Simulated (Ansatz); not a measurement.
Ga under changes of volume

One of the cells (17.718 Å³/atom); the others are scaled copies at fixed shape and fractional positions:

```xyz
1
Lattice="-1.3844 1.3844 2.3112 1.3844 -1.3844 2.3112 1.3844 1.3844 -2.3112" Properties=species:S:1:pos:R:3 pbc="T T T"
Ga    0.0000    0.0000    0.0000
```

This isn't the form of Ga at room conditions, which is orthorhombic.

- Program: Ansatz 0.2.0
- Functional: PBEsol
- Potentials or basis: all-electron LAPW, scalar-relativistic
- Cutoff: 257 eV (chosen from the basis error)
- Basis error allowed: 0.0005 eV/atom
- k mesh: 13 × 13 × 13
- Occupations: fermi-dirac, width 0.05 eV
- Spin: no spin polarisation

```csv
volume (Å³/atom),energy over the lowest point (meV/atom),pressure (GPa)
16.655,11.91,4.2
17.010,4.57,2.5
17.364,0.72,1.0
17.718,0.00,-0.3
18.073,2.04,-1.4
18.427,?,?
18.781,13.01,-3.3
```

Task: What does the run at 18.427 Å³/atom give?

Result: Energy over the lowest point 6.48 meV/atom; pressure -2.4 GPa.

Worked out: A Birch-Murnaghan fit of order 3 (a polynomial in V^(-2/3)) to the other rows has its minimum at 17.63 Å³/atom with B0 = V·E''(V) = 64 GPa and B' = 5.2 at fixed shape and positions, which overstates the stiffness. It gives 6.46 meV/atom at 18.427 Å³/atom, against the run's 6.48, and -dE/dV = -2.5 GPa, against -2.4.

Energies are extrapolated to zero smearing.
